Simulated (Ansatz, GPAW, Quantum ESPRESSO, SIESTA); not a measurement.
# Rb: 4 runs at one level of theory

```
Rb
1.0
    -2.80250    2.80250    2.80250
     2.80250   -2.80250    2.80250
     2.80250    2.80250   -2.80250
Rb
1
Direct
  0.00000 0.00000 0.00000
```

Alike in all runs: task band structure; functional LDA; k mesh 7 × 7 × 7; occupations fermi-dirac, width 0.05 eV; no spin polarisation; no spin-orbit coupling. LDA stands for any of its common fits. Pressure is positive in compression and, in plane waves, holds the error of the finite cutoff.

```tsv
program and potentials	plane-wave cutoff (eV)	notes	pressure (GPa)
SIESTA, files PseudoDojo sr-lda-0.4.1-standard, DZP (energy shift 0.003 Ry; two zetas on semicore shells; d shell added on Rb)	-	atomic basis	-0.46
Quantum ESPRESSO, PseudoDojo 0.4.1 SR LDA standard	571	-	-0.42
Ansatz, all-electron LAPW, scalar-relativistic	-	-	?
GPAW, PAW data sets generated for this functional	600	-	-0.37
```

Question: Estimate from the other rows what the run with Ansatz, all-electron LAPW, scalar-relativistic gave.

Answer: Pressure -0.36 GPa. The other rows, which needn't bracket it: pressure -0.46 to -0.37.
